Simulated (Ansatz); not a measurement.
# ZrN: the cost of one run

Method: DFT LDA, scalar-relativistic, plane waves, PAW, in Ansatz 0.2.0.

1 further run of the same task is left out (set aside as unsound or not needed).

## (1) The structure to begin with

The structure is cubic, space group Fm-3m (No. 225). The conventional cell has a = 4.525 Å, b = 4.525 Å, c = 4.525 Å, α = 90.00°, β = 90.00°, γ = 90.00°. Zr (site symmetry m-3m) has 6 N at 2.26 Å as nearest neighbours. N (site symmetry m-3m) is surrounded by 6 Zr at 2.26 Å.

Structure file:

```
Zr N
1.0
     0.00000    2.26269    2.26269
     2.26269    0.00000    2.26269
     2.26269    2.26269    0.00000
Zr N
1 1
Direct
  0.00000 0.00000 0.00000
  0.50000 0.50000 0.50000
```

This cell was relaxed beforehand with the same method: volume 11.58 Å³/atom, gap on the mesh none (metal).

## (2) Relaxing at 2 GPa

At a set pressure the run lowers the enthalpy E + PV, so the energy alone may rise along the way.

input.yaml reads:

```yaml
crystal:
  lattice:
    - [0.0, 2.2626914552, 2.2626914552]
    - [2.2626914552, 0.0, 2.2626914552]
    - [2.2626914552, 2.2626914552, 0.0]
  atoms:
    - { symbol: Zr, position: [0.0, 0.0, 0.0] }
    - { symbol: "N", position: [0.5, 0.5, 0.5] }
basis:
  ecutwfc: 420
kpoints:
  mp_grid: { grid: [16, 16, 16] }
hamiltonian:
  xc: lda
scf:
  occupations: { method: fermi_dirac, width: 0.15 }
output:
  forces: true
  stress: true
  eigenvalues: true
relax:
  adjacent_minimum: "off"
  f_tol: 0.001
  max_steps: 60
  cell: { stress_tol: 0.02, p_target: 2.0 }
```

Launch:

```bash
$ ansatz run input.yaml --threads 1 --pin off --max-ram 3072MiB --backend cpu --events-out ev --progress --plain --runs-dir out
```

Q: Estimate wall time and peak memory on 1 thread of Intel Xeon at 2.50GHz (Skylake/Cascade Lake), shared host.

About 45 s, with a peak of 0.36 GiB.
